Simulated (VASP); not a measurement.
A run of VASP 6.6.1 is set up as follows.

File INCAR:

```
PREC = Accurate ; ENCUT = 600
EDIFF = 1E-7 ; ISMEAR = 0
SIGMA = 0.03 ; LREAL = False
LASPH = True ; NELM = 80
ALGO = Normal ; ISIF = 3
LWAVE = False ; LCHARG = False
GGA = PE ; IBRION = 2
NSW = 90 ; EDIFFG = -0.005
KPAR = 4
```

The input KPOINTS:

```
Automatic mesh
0
Gamma
  4 4 4
```

The input POSCAR:

```
Bi6Te7Se2                               
1.0
    6.5800392909     -3.7989874568      0.0086504463
   -0.0005776510     -7.5989754243      0.0043252232
    2.1839200484     -1.2608868261    -10.6484866226
  Bi              Se              Te            
     6     2     7
Direct
     0.0551876847427759    0.6666666699999765    0.8138212911942819
     0.7287325093095877    0.3404597974763084    0.8129359622724078
     0.4025256467858719    0.9928735325237074    0.8129359622724038
     0.2705099795691937    0.6666666699999818    0.1904856089125161
     0.9300416521684524    0.3460098532360248    0.1899056812983259
     0.6093848454043741    0.9873234767640283    0.1899056812983358
     0.6627906666327954    0.6666666699999980    0.0019743492592698
     0.8972935401106681    0.6666666699999823    0.3297319491290134
     0.3367383016619164    0.3290854219176982    0.0021936336207341
     0.9991570635795940    0.0042479080823107    0.0021936336207355
     0.5490771988658235    0.3269675311307529    0.3534110280252362
     0.2093780699965239    0.0063657988692776    0.3534110280252523
     0.4426013451178678    0.6666666699999978    0.6487835800744962
     0.1220425409759713    0.3291630741026106    0.6491553054984902
     0.7845389550785766    0.0041702558973443    0.6491553054985012
```

Potentials or basis: VASP PAW PBE potentials, release 64 (Bi_d, Se, Te).

The run is started by

```console
$ cat potpaw_PBE.64/Bi_d/POTCAR potpaw_PBE.64/Se/POTCAR potpaw_PBE.64/Te/POTCAR > POTCAR
$ mpirun -np 4 vasp_std > vasp.out
```

(1) Estimate the relaxed cell.

(2) Estimate the band gap on the k mesh.

## Answers

(1) a = 7.598 Å, b = 7.599 Å, c = 11.003 Å, α = 83.47°, β = 76.85°, γ = 60.01°.

(2) 0.54 eV, direct.

Caveat: spin-orbit coupling is left out, which as a rule narrows the gap of such compounds by several tenths of an eV.
